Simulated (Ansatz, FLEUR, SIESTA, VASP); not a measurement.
**One calculation of SnSe, 4 ways**

```
Sn Se
1.0
    11.42000    0.00000    0.00000
     0.00000    4.19000    0.00000
     0.00000    0.00000    4.46000
Sn Se
4 4
Direct
  0.87700 0.75000 0.90900
  0.62300 0.25000 0.40900
  0.37700 0.75000 0.59100
  0.12300 0.25000 0.09100
  0.64300 0.75000 0.98400
  0.85700 0.25000 0.48400
  0.14300 0.75000 0.51600
  0.35700 0.25000 0.01600
```

Alike in all runs: task band structure; functional PBE; k mesh 3 × 6 × 6; occupations fermi-dirac, width 0.05 eV; no spin polarisation; no spin-orbit coupling. Pressure is positive in compression and, in plane waves, holds the error of the finite cutoff. Gaps are the smaller of the mesh's and the band path's.

```tsv
program and potentials	plane-wave cutoff (eV)	notes	band gap (eV)	pressure (GPa)	largest force (eV/Å)
Ansatz, all-electron LAPW, scalar-relativistic	-	-	0.54	2.39	0.309
SIESTA, files sg15-pbe-1.2, DZP (energy shift 0.003 Ry; two zetas on semicore shells)	-	atomic basis	0.51	3.56	0.519
FLEUR, all-electron, FLAPW	-	-	0.54	-	-
VASP, PBE PAW files Se, Sn_d, release 54, 520 eV	520	-	?	?	?
```

Question: Estimate from the other rows what the run with VASP, PBE PAW files Se, Sn_d, release 54, 520 eV gave.

Answer: Band gap 0.54 eV; pressure 2.42 GPa; largest force 0.326 eV/Å. The other rows, which needn't bracket it: band gap 0.51 to 0.54; pressure 2.39 to 3.56; largest force 0.309 to 0.519.
